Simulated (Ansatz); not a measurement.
**Clamped-ion strain scan in Ag**

Computed with Ansatz, DFT PBEsol, scalar-relativistic, plane waves, PAW. Settings: plane waves to 420 eV, k-mesh 26×26×26 (Γ-centred), Gaussian smearing 0.15 eV. No spin polarisation. Energies are free energies at this smearing, counted from the undisturbed cell; pressure is positive in compression.

The starting cell (relaxed at this level; this bcc form isn't the usual structure):

```yaml
crystal:
  lattice:
    - [-1.61256, 1.61256, 1.61256]
    - [1.61256, -1.61256, 1.61256]
    - [1.61256, 1.61256, -1.61256]
  atoms:
    - { symbol: Ag, position: [0.00000, 0.00000, 0.00000] }
```

The cell is strained by ε times the Voigt pattern (0, 1, 0, 0, 0, 0) (xx, yy, zz, yz, xz, xy; engineering shear) with fractional coordinates fixed. The cell is metallic on the mesh throughout.

| ε | ΔE (meV/atom) |
| --- | --- |
| -0.1000 | 75.7 |
| -0.0750 | 38.7 |
| -0.0500 | 15.6 |
| -0.0250 | 3.4 |
| 0.0000 | 0.0 |
| 0.0250 | 3.1 |
| 0.0500 | 12.0 |
| 0.0750 | 26.0 |
| 0.0875 | 34.6 |
| 0.1000 | 44.2 |

Question: Predict the pressure (GPa) at each point.

Answer:
```
      ε  pressure (GPa)
-0.1000            16.6
-0.0750            11.3
-0.0500             6.8
-0.0250             3.1
 0.0000             0.0
 0.0250            -2.7
 0.0500            -4.9
 0.0750            -6.8
 0.0875            -7.7
 0.1000            -8.4
```